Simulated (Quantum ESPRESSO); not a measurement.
# Pt (Fm-3m) in Quantum ESPRESSO: a series of runs

One crystal, Pt, is run at these levels: LDA; tasks: phonons.

All numbers are computed with Quantum ESPRESSO 7.5; they aren't measurements. Logs are shortened: lines on timing, memory, paths and dates and some standing lists are left out, and cuts for length are marked.

## 1. Starting point

It takes space group Fm-3m (No. 225, cubic). The conventional cell has a = 3.922 Å, b = 3.922 Å, c = 3.922 Å, α = 90.00°, β = 90.00°, γ = 90.00°. Pt (site symmetry m-3m) has 12 Pt at 2.77 Å as nearest neighbours.

## 2. Phonons, LDA

Contents of pw.in:

```
&CONTROL
  calculation = 'scf'
  prefix = 'pwscf'
  outdir = './tmp'
  pseudo_dir = './pseudo'
  tprnfor = .true.
  tstress = .true.
  disk_io = 'low'
/
&SYSTEM
  ibrav = 0
  nat = 1
  ntyp = 1
  ecutwfc = 45
  ecutrho = 360
  nbnd = 14
  occupations = 'smearing'
  smearing = 'mv'
  degauss = 0.01469973
/
&ELECTRONS
  conv_thr = 2d-10
  electron_maxstep = 120
  mixing_beta = 0.5
/
ATOMIC_SPECIES
Pt   195.0840 pt_lda_v1.4.uspp.F.UPF
CELL_PARAMETERS angstrom
   0.0000000000    1.9609000000    1.9609000000
   1.9609000000    0.0000000000    1.9609000000
   1.9609000000    1.9609000000    0.0000000000
ATOMIC_POSITIONS angstrom
Pt     0.0000000000    0.0000000000    0.0000000000
K_POINTS automatic
10 10 10 0 0 0
```

Contents of relax.in:

```
&CONTROL
  calculation = 'vc-relax'
  prefix = 'pwscf'
  outdir = './tmp'
  pseudo_dir = './pseudo'
  tprnfor = .true.
  tstress = .true.
  disk_io = 'low'
  nstep = 40
  forc_conv_thr = 0.0001
  etot_conv_thr = 1d-06
/
&SYSTEM
  ibrav = 0
  nat = 1
  ntyp = 1
  ecutwfc = 45
  ecutrho = 360
  nbnd = 14
  occupations = 'smearing'
  smearing = 'mv'
  degauss = 0.01469973
/
&ELECTRONS
  conv_thr = 2d-10
  electron_maxstep = 120
  mixing_beta = 0.5
/
&IONS
  ion_dynamics = 'bfgs'
/
&CELL
  cell_dynamics = 'bfgs'
  press = 0
  press_conv_thr = 0.2
/
ATOMIC_SPECIES
Pt   195.0840 pt_lda_v1.4.uspp.F.UPF
CELL_PARAMETERS angstrom
   0.0000000000    1.9609000000    1.9609000000
   1.9609000000    0.0000000000    1.9609000000
   1.9609000000    1.9609000000    0.0000000000
ATOMIC_POSITIONS angstrom
Pt     0.0000000000    0.0000000000    0.0000000000
K_POINTS automatic
10 10 10 0 0 0
```

Contents of scf2.in:

```
&CONTROL
  calculation = 'scf'
  prefix = 'pwscf'
  outdir = './tmp'
  pseudo_dir = './pseudo'
  tprnfor = .true.
  tstress = .true.
  disk_io = 'low'
/
&SYSTEM
  ibrav = 0
  nat = 1
  ntyp = 1
  ecutwfc = 45
  ecutrho = 360
  nbnd = 14
  occupations = 'smearing'
  smearing = 'mv'
  degauss = 0.01469973
/
&ELECTRONS
  conv_thr = 1d-13
  electron_maxstep = 120
  mixing_beta = 0.5
  startingpot = 'file'
  startingwfc = 'file'
/
ATOMIC_SPECIES
Pt   195.0840 pt_lda_v1.4.uspp.F.UPF
CELL_PARAMETERS angstrom
   0.0000000000    1.9453199514    1.9453199514
   1.9453199514    0.0000000000    1.9453199514
   1.9453199514    1.9453199514    0.0000000000
ATOMIC_POSITIONS angstrom
Pt     0.0000000000    0.0000000000    0.0000000000
K_POINTS automatic
10 10 10 0 0 0
```

Contents of ph.in:

```
phonons of Pt
&INPUTPH
  prefix = 'pwscf'
  outdir = './tmp'
  tr2_ph = 1d-18
  fildyn = 'dyn'
  niter_ph = 90
  alpha_mix(1) = 0.4
/
0.5303300859 0.5303300859 -0.0000000000
```

Potentials or basis: GBRV 1.5 LDA.

Launch:

```console
OMP_NUM_THREADS=1 pw.x -in pw.in > pw.out
OMP_NUM_THREADS=1 pw.x -in relax.in > relax.out
OMP_NUM_THREADS=1 pw.x -in scf2.in > scf2.out
OMP_NUM_THREADS=1 ph.x -in ph.in > ph.out
```

pw.out:

```text
This program is part of the open-source Quantum ESPRESSO suite
     for quantum simulation of materials; please cite
[... 9 lines left out ...]
     --------------------
     sticks:   dense  smooth     PW     G-vecs:    dense   smooth      PW
     Sum         673     349    121                11791     4111     869

     Using Slab Decomposition

     bravais-lattice index     =            0
     lattice parameter (alat)  =       5.2405  a.u.
     unit-cell volume          =     101.7637 (a.u.)^3
     number of atoms/cell      =            1
     number of atomic types    =            1
     number of electrons       =        16.00
     number of Kohn-Sham states=           14
     kinetic-energy cutoff     =      45.0000  Ry
     charge density cutoff     =     360.0000  Ry
     scf convergence threshold =      2.0E-10
     mixing beta               =       0.5000
     number of iterations used =            8  plain     mixing
     Exchange-correlation=  SLA  PZ   NOGX NOGC
                           (   1   1   0   0   0   0   0)

     celldm(1)=   5.240459  celldm(2)=   0.000000  celldm(3)=   0.000000
     celldm(4)=   0.000000  celldm(5)=   0.000000  celldm(6)=   0.000000

[... 8 lines left out ...]
               b(3) = (  0.707107  0.707107 -0.707107 )

     PseudoPot. # 1 for Pt read from file:
     pt_lda_v1.4.uspp.F.UPF
     Pseudo is Ultrasoft + core correction, Zval = 16.0
     Generated by new atomic code, or converted to UPF format
     Using radial grid of  985 points,  6 beta functions with:
                l(1) =   0
                l(2) =   0
                l(3) =   1
                l(4) =   1
                l(5) =   2
                l(6) =   2
     Q(r) pseudized with  8 coefficients,  rinner =    1.300   1.300   1.300
                                                       1.300   1.300

     atomic species   valence    mass     pseudopotential
     Pt               16.00   195.08400     Pt( 1.00)

     48 Sym. Ops., with inversion, found

   Cartesian axes

     site n.     atom                  positions (alat units)
         1        Pt     tau(   1) = (   0.0000000   0.0000000   0.0000000  )

     number of k points=    47  Marzari-Vanderbilt smearing, width (Ry)=  0.0147
                       cart. coord. in units 2pi/alat
        k(    1) = (   0.0000000   0.0000000   0.0000000), wk =   0.0020000
        k(    2) = (   0.0707107   0.0707107  -0.0707107), wk =   0.0160000
        k(    3) = (   0.1414214   0.1414214  -0.1414214), wk =   0.0160000
        k(    4) = (   0.2121320   0.2121320  -0.2121320), wk =   0.0160000
        k(    5) = (   0.2828427   0.2828427  -0.2828427), wk =   0.0160000
        k(    6) = (  -0.3535534  -0.3535534   0.3535534), wk =   0.0080000
[... 39 lines left out ...]
        k(   46) = (  -0.0707107  -0.3535534   0.6363961), wk =   0.0480000
        k(   47) = (  -0.7071068   0.2828427   0.0000000), wk =   0.0240000

     Dense  grid:    11791 G-vectors     FFT dimensions: (  32,  32,  32)

     Smooth grid:     4111 G-vectors     FFT dimensions: (  24,  24,  24)

     Initial potential from superposition of free atoms

     starting charge      15.5000, renormalised to      16.0000

     negative rho (up, down):  1.838E-01 0.000E+00
     Starting wfcs are   12 randomized atomic wfcs +    2 random wfcs

     Self-consistent Calculation

     iteration #  1     ecut=    45.00 Ry     beta= 0.50
     Davidson diagonalization with overlap
     ethr =  1.00E-02,  avg # of iterations =  4.2

     negative rho (up, down):  1.715E-01 0.000E+00

     total energy              =    -210.61812228 Ry
     estimated scf accuracy    <       0.78265058 Ry

     iteration #  2     ecut=    45.00 Ry     beta= 0.50
     Davidson diagonalization with overlap
     ethr =  4.89E-03,  avg # of iterations =  2.0

     negative rho (up, down):  1.722E-01 0.000E+00

     total energy              =    -210.80145010 Ry
     estimated scf accuracy    <       0.01045021 Ry

     iteration #  3     ecut=    45.00 Ry     beta= 0.50
     Davidson diagonalization with overlap
     ethr =  6.53E-05,  avg # of iterations =  2.6

     negative rho (up, down):  1.714E-01 0.000E+00

     total energy              =    -210.80327348 Ry
     estimated scf accuracy    <       0.00063626 Ry

     iteration #  4     ecut=    45.00 Ry     beta= 0.50
     Davidson diagonalization with overlap
     ethr =  3.98E-06,  avg # of iterations =  4.4

     negative rho (up, down):  1.714E-01 0.000E+00

     total energy              =    -210.80332916 Ry
     estimated scf accuracy    <       0.00000602 Ry

     iteration #  5     ecut=    45.00 Ry     beta= 0.50
     Davidson diagonalization with overlap
     ethr =  3.76E-08,  avg # of iterations =  2.1

     negative rho (up, down):  1.714E-01 0.000E+00

     total energy              =    -210.80333115 Ry
     estimated scf accuracy    <       0.00000026 Ry

     iteration #  6     ecut=    45.00 Ry     beta= 0.50
     Davidson diagonalization with overlap
     ethr =  1.63E-09,  avg # of iterations =  2.0

     negative rho (up, down):  1.714E-01 0.000E+00

     total energy              =    -210.80333118 Ry
     estimated scf accuracy    <       0.00000001 Ry

     iteration #  7     ecut=    45.00 Ry     beta= 0.50
     Davidson diagonalization with overlap
     ethr =  7.25E-11,  avg # of iterations =  2.5

     negative rho (up, down):  1.714E-01 0.000E+00

     total energy              =    -210.80333118 Ry
     estimated scf accuracy    <          5.1E-10 Ry

     iteration #  8     ecut=    45.00 Ry     beta= 0.50
     Davidson diagonalization with overlap
     ethr =  3.17E-12,  avg # of iterations =  2.5

     negative rho (up, down):  1.714E-01 0.000E+00

     End of self-consistent calculation

          k = 0.0000 0.0000 0.0000 (   531 PWs)   bands (ev):

   -30.3626 -30.3626 -30.3626  11.9086  18.4066  18.4066  18.4066  20.5930
    20.5930  36.8686  41.7626  41.7626  41.7626  47.2018

          k = 0.0707 0.0707-0.0707 (   534 PWs)   bands (ev):

   -30.4088 -30.3692 -30.3692  12.3088  18.2393  18.5575  18.5575  20.5152
    20.5152  37.4693  40.0183  42.3733  42.3733  48.7815

          k = 0.1414 0.1414-0.1414 (   525 PWs)   bands (ev):

   -30.5287 -30.3865 -30.3865  13.3659  17.9876  18.7916  18.7916  20.5440
    20.5440  37.1010  38.5877  43.9968  43.9968  46.1789

          k = 0.2121 0.2121-0.2121 (   522 PWs)   bands (ev):

   -30.6746 -30.4079 -30.4079  14.4561  18.4320  18.6943  18.6943  21.1227
    21.1227  33.7219  38.0890  44.3349  44.3349  47.1609

          k = 0.2828 0.2828-0.2828 (   516 PWs)   bands (ev):

   -30.7909 -30.4251 -30.4251  14.8229  18.4554  18.4554  20.2255  21.9087
    21.9087  30.0650  36.8799  42.0378  42.0378  49.4250

          k =-0.3536-0.3536 0.3536 (   502 PWs)   bands (ev):

   -30.8349 -30.4316 -30.4316  14.8430  18.3514  18.3514  21.7017  22.2698
    22.2698  27.9853  36.4319  41.1078  41.1078  50.6464

          k = 0.1414-0.0000 0.0000 (   532 PWs)   bands (ev):

   -30.4075 -30.3798 -30.3798  12.4441  18.0644  18.6845  18.6845  20.2115
    20.7343  37.6987  40.6554  41.8112  41.8112  50.0398

          k = 0.2121 0.0707-0.0707 (   526 PWs)   bands (ev):

   -30.4966 -30.4002 -30.3928  13.3008  17.7277  18.9378  18.9904  20.0013
    20.8931  38.3998  38.8298  42.0785  42.9885  47.0671

          k = 0.2828 0.1414-0.1414 (   521 PWs)   bands (ev):

   -30.6296 -30.4228 -30.4141  14.4818  17.7104  18.6857  19.0441  20.7078
    21.3744  35.1473  38.9207  42.0355  43.4655  46.8531

          k = 0.3536 0.2121-0.2121 (   520 PWs)   bands (ev):
[... 74 lines left out ...]
          k =-0.1414-0.5657 0.5657 (   518 PWs)   bands (ev):

   -30.7544 -30.5699 -30.5035  15.8141  16.5687  19.2421  20.6392  22.4445
    25.2998  30.1910  35.2502  36.5525  42.0446  47.2205

          k =-0.0707-0.4950 0.4950 (   515 PWs)   bands (ev):

   -30.7319 -30.6321 -30.4888  16.1528  17.1397  18.7633  20.3271  21.9443
    27.2490  28.7376  33.4877  38.1187  41.2882  49.5398

          k =-0.0000-0.4243 0.4243 (   522 PWs)   bands (ev):

   -30.7060 -30.6365 -30.4614  16.5699  17.6067  18.0024  19.9710  21.1509
    25.4984  31.8959  32.6798  40.4024  40.6886  47.0824

          k = 0.5657-0.0000 0.0000 (   508 PWs)   bands (ev):

   -30.7696 -30.5242 -30.5242  15.2925  15.7911  21.8565  22.0573  22.0573
    22.0693  33.9210  34.7785  34.7785  41.7548  44.8453

          k =-0.0707-0.6364 0.6364 (   512 PWs)   bands (ev):

   -30.7889 -30.5553 -30.5307  15.3521  15.8053  21.1529  21.8101  22.5603
    24.8547  31.0471  33.7203  34.4395  42.8372  45.5719

          k = 0.0000-0.5657 0.5657 (   510 PWs)   bands (ev):

   -30.7604 -30.6110 -30.5172  15.6985  16.3360  19.9602  21.2842  22.2795
    27.7321  28.7338  32.6245  35.7710  42.8616  47.3584

          k =-0.7071 0.0000 0.0000 (   524 PWs)   bands (ev):

   -30.8104 -30.5411 -30.5411  15.1166  15.5719  22.2464  22.7175  22.7175
    23.9473  30.9802  33.5461  33.5461  42.3502  45.7226

          k = 0.2828 0.1414 0.0000 (   527 PWs)   bands (ev):

   -30.5733 -30.4449 -30.4050  14.2807  17.3662  18.7961  19.5030  19.9322
    21.4330  37.2407  39.1852  41.4360  41.9597  46.7344

          k = 0.3536 0.2121-0.0707 (   518 PWs)   bands (ev):

   -30.6753 -30.4859 -30.4257  15.3872  17.4189  18.2821  19.5281  20.7004
    22.5336  34.1239  38.1973  39.7596  43.0458  46.2978

          k =-0.2828-0.4243 0.5657 (   517 PWs)   bands (ev):

   -30.7605 -30.5098 -30.4478  15.7247  17.8352  18.4682  19.2911  21.7335
    24.0290  30.2979  37.5925  38.5419  41.9815  47.5166

          k =-0.2121-0.3536 0.4950 (   522 PWs)   bands (ev):

   -30.7933 -30.5172 -30.4576  15.7254  17.6715  19.1303  19.2315  22.0961
    25.6517  27.7123  37.4802  38.2282  40.8162  49.0287

          k = 0.4243 0.1414-0.0000 (   521 PWs)   bands (ev):

   -30.6805 -30.5028 -30.4646  15.6553  16.6411  18.5412  20.7166  20.7803
    22.5015  35.2290  36.9880  38.8351  43.0568  44.1597

          k =-0.2121-0.4950 0.6364 (   517 PWs)   bands (ev):

   -30.7328 -30.5501 -30.4845  16.1311  16.9107  18.2325  20.4356  21.8472
    24.3020  31.7001  35.9121  37.3907  42.8241  46.3176

          k =-0.1414-0.4243 0.5657 (   515 PWs)   bands (ev):

   -30.7495 -30.5900 -30.4900  16.3374  17.1917  18.3712  20.0503  22.1064
    26.9515  28.3084  35.3781  36.9318  42.0614  48.0634

          k =-0.0707-0.3536 0.4950 (   518 PWs)   bands (ev):

   -30.7324 -30.6039 -30.4747  16.6403  17.2582  18.0827  19.9660  21.6274
    25.8299  30.1601  34.3763  38.1071  42.3464  47.0035

          k = 0.0000-0.2828 0.4243 (   520 PWs)   bands (ev):

   -30.7072 -30.5629 -30.4484  16.5195  17.2731  17.6852  20.1181  20.7708
    24.1188  32.8789  35.1369  39.0696  44.0734  44.6252

          k =-0.1414-0.5657 0.7071 (   520 PWs)   bands (ev):

   -30.7575 -30.5494 -30.5199  15.6986  16.1042  19.7097  21.6214  22.0521
    24.3505  32.3013  34.2828  35.6135  43.5609  44.8807

          k =-0.0707-0.4950 0.6364 (   510 PWs)   bands (ev):

   -30.7491 -30.6038 -30.5247  15.9729  16.4998  19.2308  21.0031  22.4269
    27.0888  29.6568  33.1569  35.2039  43.8962  47.0876

          k = 0.0000-0.4243 0.5657 (   520 PWs)   bands (ev):

   -30.6957 -30.6705 -30.5056  16.4124  17.1150  18.4194  20.4129  22.0672
    27.3726  30.2995  31.8397  36.6227  43.1883  47.8574

          k =-0.7071 0.1414 0.0000 (   504 PWs)   bands (ev):

   -30.7850 -30.5672 -30.5423  15.5021  15.9102  20.6551  21.6646  22.7190
    26.2897  30.1028  33.0966  34.0236  44.0448  45.5821

          k =-0.1414-0.4243 0.7071 (   515 PWs)   bands (ev):

   -30.7227 -30.6152 -30.5104  16.6381  17.0162  17.8874  20.6232  22.0431
    26.2701  31.3423  32.7085  36.0994  44.9086  45.7091

          k =-0.0707-0.3536 0.6364 (   512 PWs)   bands (ev):

   -30.7014 -30.6537 -30.5241  16.6949  17.3076  17.8199  20.2569  22.3843
    28.1634  29.4644  32.5023  35.2364  44.7761  46.9803

          k =-0.7071 0.2828 0.0000 (   512 PWs)   bands (ev):

   -30.7183 -30.6351 -30.5442  16.3445  16.9082  18.5190  20.4677  22.7211
    29.1541  29.3066  31.5995  34.2767  46.0117  47.7275

     the Fermi energy is    22.2391 ev

!    total energy              =    -210.80333118 Ry
     estimated scf accuracy    <          3.1E-12 Ry
     smearing contrib. (-TS)   =       0.00006997 Ry
     internal energy E=F+TS    =    -210.80340115 Ry

     The total energy is F=E-TS. E is the sum of the following terms:
     one-electron contribution =     -20.12276320 Ry
     hartree contribution      =      24.48306127 Ry
     xc contribution           =     -56.79041187 Ry
     ewald contribution        =    -158.37328735 Ry

     convergence has been achieved in   8 iterations

     negative rho (up, down):  1.714E-01 0.000E+00

     Forces acting on atoms (cartesian axes, Ry/au):

     atom    1 type  1   force =     0.00000000    0.00000000    0.00000000

     Total force =     0.000000     Total SCF correction =     0.000000

     Computing stress (Cartesian axis) and pressure

     negative rho (up, down):  1.714E-01 0.000E+00
          total   stress  (Ry/bohr**3)                   (kbar)     P=      -71.01
  -0.00048269   0.00000000  -0.00000000          -71.01        0.00       -0.00
   0.00000000  -0.00048269   0.00000000            0.00      -71.01        0.00
  -0.00000000  -0.00000000  -0.00048269           -0.00       -0.00      -71.01

=------------------------------------------------------------------------------=
   JOB DONE.
=------------------------------------------------------------------------------=
```

Run time: 5.1 min. Hardware: 1 thread of Arm Neoverse V2, shared host; peak memory 0.09 GiB.

Results:

```yaml
Free_energy: -2868.1322 eV
Relaxed_volume: 14.72 Å³/atom
Relaxed_cell: a = 2.751 Å, b = 2.751 Å, c = 2.751 Å, α = 60.00°, β = 60.00°, γ = 60.00°
Space_group_after_relaxing_to_0.05_Å: Fm-3m (No. 225)
Pressure_after_relaxing: -0.1 GPa
Band_gap_on_the_k_mesh: none (metal or under the smearing width)
Highest_phonon_frequency_at_the_q_point_run: 197 cm⁻¹
```

Step by step:
| step | energy change (eV) | largest force (eV/Å) | pressure (GPa) | volume (Å³) |
| --- | --- | --- | --- | --- |
| 1 | 0.0000 | 0.0000 | -7.10 | 15.08 |
| 2 | -0.0056 | 0.0000 | 4.07 | 14.54 |
| 3 | -0.0080 | 0.0000 | -0.20 | 14.73 |
| 4 | -0.0080 | 0.0000 | 0.00 | 14.72 |

Final structure:
```cif
data_structure
_symmetry_space_group_name_H-M 'P 1'
_symmetry_Int_Tables_number 1
_cell_length_a 2.7511
_cell_length_b 2.7511
_cell_length_c 2.7511
_cell_angle_alpha 60.000
_cell_angle_beta 60.000
_cell_angle_gamma 60.000
_cell_volume 14.72
loop_
_atom_site_label
_atom_site_type_symbol
_atom_site_fract_x
_atom_site_fract_y
_atom_site_fract_z
_atom_site_occupancy
Pt1 Pt 0.00000 0.00000 0.00000 1
```

Levels at points of the mesh, in eV from the Fermi level:
```tsv
k point	band 5	band 6	band 7	band 8	band 9	band 10	band 11	band 12
(0.00, 0.00, 0.00)	-3.98	-3.98	-3.98	-1.71	-1.71	14.56	19.59	19.59
(0.00, 0.00, -0.50)	-4.04	-4.04	-0.63	0.04	0.04	5.93	14.13	19.03
(0.00, -0.50, -0.50)	-6.92	0.01	0.50	0.50	1.66	9.01	11.39	11.39
```

Phonon frequencies in cm⁻¹ (negative: imaginary):
```csv
q point,frequencies
"(0.375, 0.375, 0.750)",131 173 197
```

Phonon modes at q = (0.375, 0.375, 0.750) in reciprocal lattice units:
```
mode  symmetry  cm⁻¹
   1       B_1   131
   2       A_1   173
   3       B_2   197
```

Caveat: the mesh is thin for the phonons of a metal; the q point doesn't lie on the k mesh, which can shift a metal's frequencies strongly unless the mesh is converged. The run has no spin-orbit coupling, so splittings on Pt are missing.

(Part 1 of 3 ends here.)
